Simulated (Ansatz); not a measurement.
A relaxed cell of LiCl is given with its symmetry left out. The cell was found from a structure generator's guess, not taken from experiment.

All numbers below come from DFT PBE, scalar-relativistic, plane waves, PAW in Ansatz. Cutoff 420 eV, Γ-centred mesh, Gaussian smearing, no spin polarisation.

```xyz
10
Lattice="3.9078 0.0000 0.0000 -1.9539 3.3843 0.0000 0.0000 0.0000 15.8453" Properties=species:S:1:pos:R:3 pbc="T T T"
Li    0.0000    2.2562    1.9785
Li    0.0000    2.2562    8.3116
Li    1.9539    1.1281   11.4694
Li    0.0000    0.0000   14.6474
Li    1.9539    1.1281    5.1550
Cl    0.0000    2.2562   10.6970
Cl    0.0000    0.0000    1.1944
Cl    1.9539    1.1281   13.8630
Cl    0.0000    2.2562    4.3710
Cl    1.9539    1.1281    7.5393
```

Formation energies are uncorrected and refer to the elements' standard structures at the same level (Cl₂ as a molecule).

Task: Find its symmetry and describe it.

Result: P3m1 (No. 156). Conventional cell: a = 3.908 Å, c = 15.845 Å. Around Li on its first site lie 4 Cl at 2.39 Å; Li on its second site is surrounded by 4 Cl at 2.38–2.39 Å; Li on its third site is surrounded by 4 Cl at 2.38–2.39 Å; around Cl on its first site lie 4 Li at 2.38–2.39 Å; 6 more sites not described.

Task: What is its formation energy per atom?

Result: −1.875 eV/atom. A negative formation energy is needed for stability but isn't enough: competing phases decide.

Task: Is it a metal?

Result: No, the gap on the 6×6×2 mesh is 5.95 eV.

Task: From what recipe could a structure generator have reached it?

Result: One such recipe: 4-connected net, two elements alternating (P3m1, No. 156). Other recipes can lead to the same cell.

The last run used a 6×6×2 mesh (in the run's order of axes) for its 10-atom cell and Gaussian smearing of 0.02 eV. Kohn–Sham gaps at this level usually fall short of measured ones. A later test with randomly moved atoms came back to the same energy, though modes that don't fit the test's cell weren't probed.
